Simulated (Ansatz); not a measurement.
Gas-phase electronic energies from Ansatz, PBE0-D4/def2-TZVP geometries. CBS: MP2 limit from def2 TZ/QZ plus the TZ coupled-cluster correction, frozen cores. This one scheme is used for every species. Functionals use def2-TZVPP. B3LYP here is the variant with VWN-RPA as its local correlation; programs differ in this. One conformer a species, not always the lowest.

Reaction (ligand exchange at the Si–C bond): `C=C([SiH3])CC` + `[OH][Al]([OH])[O][SiH3]` → `[OH][Al]([O][SiH3])[O][SiH3]` + `C=CCC`

| level | ΔE (kJ/mol) |
| --- | --- |
| B3LYP-D4 | -112.4 |
| ωB97X-V | -110.7 |
| r2SCAN | -110.7 |
| B3LYP | -119.7 |
| HF/def2-TZVPP | -142.6 |
| CCSD/def2-TZVPP | -116.1 |
| MP2/def2-QZVPP | -109.9 |
| SCS-MP2/def2-QZVPP | -116.5 |

(1) What does CCSD(T)/CBS give? (An estimate is asked.)

Largest T1 diagnostic among the species: 0.012.

Answers

(1) Ansatz gave: -110.2 kJ/mol. The listed levels differ from it by -2.2, -0.5, -0.5, -9.5, -32.4, -5.9, 0.3, -6.3 kJ/mol.

In def2-TZVPP, CCSD(T) changes the Hartree–Fock value by +31.8 kJ/mol (the triples alone add +5.2 kJ/mol) and MP2 by +33.1 kJ/mol. From PBE to PBE0 (25 % exact exchange), in def2-TZVPP and without D4, ΔE moves by −7.2 kJ/mol.

CCSD(T)/CBS has its own doubt, a few kJ/mol and more with outer-core shells, so smaller differences from it don't rank the levels.
